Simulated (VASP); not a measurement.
CeO:

```
CELL_PARAMETERS angstrom
1.23186 0.71121 3.93039
-1.23186 0.71121 3.93039
0.00000 -1.42242 3.93039
ATOMIC_POSITIONS crystal
Ce 0.50000 0.50000 0.50000
O 0.00000 0.00000 0.00000
```

The cell comes from a database or a generator and needn't be the stable form of this composition.

Base run:

```yaml
Program: VASP 6.6.1
Functional: LDA
Potentials_or_basis: VASP PAW LDA potentials, release 64 (Ce, O)
Cutoff: 520 eV
k_mesh: 9 × 9 × 9
Occupations: gaussian, width 0.05 eV
Spin: collinear spin, ferromagnetic start
Starting_moments: "[1.0, 0.0] μB"
Fixed_moment: 2 μB
Hubbard_terms: Ce f U = 5 eV
```

Its results: pressure 161.1 GPa.

The run is repeated on the same cell with these changes: fixed moment from 2 μB to 0 μB; hubbard terms from Ce f U = 5 eV to none. What comes out?

Pressure 110.9 GPa.

Caveats: the magnetic or orbital state may not be the lowest; a pressure of tens of GPa on the cell as given is suspect, and the run, the potentials or the cell itself is likely at fault; the total moment is fixed, so each spin has its own Fermi level.
